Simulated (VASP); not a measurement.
Crystal: C.

```xyz
2
Lattice="0.0000 1.7801 1.6911 1.7801 0.0000 1.6911 1.7801 1.7801 0.0000" Properties=species:S:1:pos:R:3 pbc="T T T"
C     0.0000    0.0000    0.0000
C     0.8901    0.8901    0.8456
```

The cell isn't the ideal one: uniaxial_z strain -5.0%.

Base run:

- Program: VASP 6.6.1
- Functional: PBE
- Potentials or basis: VASP PAW PBE potentials, release 64 (C)
- Cutoff: 520 eV
- k mesh: 12 × 12 × 12
- Occupations: fermi-dirac, width 0.02 eV
- Spin: no spin polarisation

Its results: band gap on the k mesh 2.97 eV, indirect (least direct gap 4.83 eV); pressure 30.4 GPa.

Question: The run is repeated on the same cell with these changes: functional from PBE to r2SCAN; occupations from fermi-dirac, width 0.02 eV to gaussian, width 0.01 eV. What comes out?

Answer: Band gap on the k mesh 3.09 eV, indirect (least direct gap 5.02 eV); pressure 26.8 GPa.

Caveats: so large a pressure means that the cell lies far from this level's equilibrium, or that cutoff or potentials fall short; the potentials were made for another functional, which shifts forces and pressure (some runs).

A k mesh can miss the band edges.

Not every run made on this cell is shown here.
